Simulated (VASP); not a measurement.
Here is a VASP 6.6.1 calculation.

Contents of POSCAR:

```
CdSe
1.0
    0.0000000000      3.0702711986      3.0702711986
    3.0702711986      0.0000000000      3.0702711986
    3.0702711986      3.0702711986      0.0000000000
  Cd              Se
     1     1
Direct
     0.0000000000000000    0.0000000000000000    0.0000000000000000
     0.7500000000000000    0.7500000000000000    0.7500000000000000
```

INCAR.step1

```
SYSTEM = CdSe
  PREC = Accurate
  ENCUT = 600
  EDIFF = 1E-8
  ISMEAR = 0
  SIGMA = 0.03
  LREAL = .False.
  LASPH = .True.
  NELM = 80
  ALGO = Normal
  ISIF = 3
  LWAVE = .False.
  LCHARG = .False.
  METAGGA = R2SCAN
  LMIXTAU = .True.
  IBRION = 2
  NSW = 40
  EDIFFG = -0.002
```

The input INCAR.step2:

```
SYSTEM = CdSe
  PREC = Accurate
  ENCUT = 600
  EDIFF = 1E-8
  ISMEAR = 0
  SIGMA = 0.03
  LREAL = .False.
  LASPH = .True.
  NELM = 80
  ALGO = Normal
  ISIF = 2
  LWAVE = .False.
  LCHARG = .False.
  METAGGA = R2SCAN
  LMIXTAU = .True.
  IBRION = 6
  NFREE = 2
  POTIM = 0.015
  NSW = 1
```

KPOINTS

```
regular mesh
0
Gamma
  8 8 8
  0 0 0
```

Potentials or basis: VASP PAW PBE potentials, release 64 (Cd, Se).

Command:

```bash
$ cat potpaw_PBE.64/Cd/POTCAR potpaw_PBE.64/Se/POTCAR > POTCAR
$ cp INCAR.step1 INCAR
$ mpirun -np 1 vasp_std > vasp.out
$ cp CONTCAR POSCAR
$ cp INCAR.step2 INCAR
$ mpirun -np 1 vasp_std > vasp.out
```

Question: What does it give for the highest phonon frequency at Γ, LO-TO splitting left out?

Answer: 163 cm⁻¹.

Phonon frequencies in cm⁻¹ (negative: imaginary):
```csv
q point,frequencies
"(0.000, 0.000, 0.000)",0 0 0 163 163 163
```
